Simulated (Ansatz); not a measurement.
ZrS2, 3 atoms in the cell. The structure is trigonal, space group P-3m1 (No. 164). Conventional cell: a = 3.691 Å, b = 3.691 Å, c = 6.041 Å, α = 90.00°, β = 90.00°, γ = 120.00°. Around Zr (site symmetry -3m) lie 6 S at 2.57 Å. Around S (site symmetry 3m) lie 3 Zr at 2.57 Å. The cell is a database's computed one.

| Property | Result |
| --- | --- |
| Program | Ansatz 0.2.0 |
| Task | relaxation of cell and atoms |
| Functional | PBE |
| Potentials or basis | Ansatz PAW |
| Cutoff | 420 eV (not typed: the program's choice for these potentials) |
| k mesh | 8 × 8 × 5 |
| Occupations | fermi-dirac, width 0.05 eV |
| Spin | no spin polarisation |

Potentials or basis: Ansatz PAW.

Command:

```bash
$ ansatz run input.yaml --threads 2 --pin off --max-ram 5632MiB --backend cpu --events-out ev --progress --plain --runs-dir out
```

Hardware: 2 threads of Intel(R) Xeon(R) Processor @ 2.50GHz (Skylake/Cascade Lake), with other jobs on the host.

Problem. Estimate the wall time of this run.

Solution. Wall time 33 s on 2 threads of Intel(R) Xeon(R) Processor @ 2.50GHz (Skylake/Cascade Lake) (shared host), peak memory 0.41 GiB. Counts: scf iterations 60, plane waves 1547, k points 40, bands 16, ion steps 10.
